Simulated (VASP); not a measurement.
C:

```xyz
2
Lattice="0.0000 1.7834 1.7834 1.7834 0.0000 1.7834 1.7834 1.7834 0.0000" Properties=species:S:1:pos:R:3 pbc="T T T"
C     2.6751    2.6751    2.6751
C     1.7834    1.7834    1.7834
```

This isn't the form of C at room conditions, which is graphite.

Base run:

| Property | Result |
| --- | --- |
| Program | VASP 6.6.1 |
| Functional | r2SCAN |
| Potentials or basis | VASP PAW PBE potentials, release 64 (C) |
| Cutoff | 520 eV |
| k mesh | 13 × 13 × 13 |
| Occupations | fermi-dirac, width 0.05 eV |
| Spin | no spin polarisation |

Its results: band gap on the k mesh 4.34 eV, indirect (least direct gap 5.84 eV); pressure -1.3 GPa.

Problem. After a change of settings the same cell gave: band gap on the k mesh 5.55 eV, indirect (least direct gap 7.02 eV); pressure -4.4 GPa. Which change was it?
A. functional from r2SCAN to TPSS; further incar settings from ALGO = Normal; EDIFF = 1e-07; NBANDS = 11 to ALGO = Normal; EDIFF = 1e-07
B. functional from r2SCAN to PBE-EpsX; k mesh from 13 × 13 × 13 to 7 × 7 × 7
C. functional from r2SCAN to PBEsol; further incar settings from ALGO = Normal; EDIFF = 1e-07; NBANDS = 11 to ALGO = Fast; EDIFF = 1e-06; NBANDS = 11
D. functional from r2SCAN to SCAN; further incar settings from ALGO = Normal; EDIFF = 1e-07; NBANDS = 11 to ALGO = Normal; EDIFF = 1e-06

Solution. B.

Caveats: some runs use coarse meshes; the PAW data sets were made with another functional, which shifts forces and pressure a little; the mesh misses the band edges, which the band path finds closer together (some runs).

Runs at the PBE level aren't shown here.
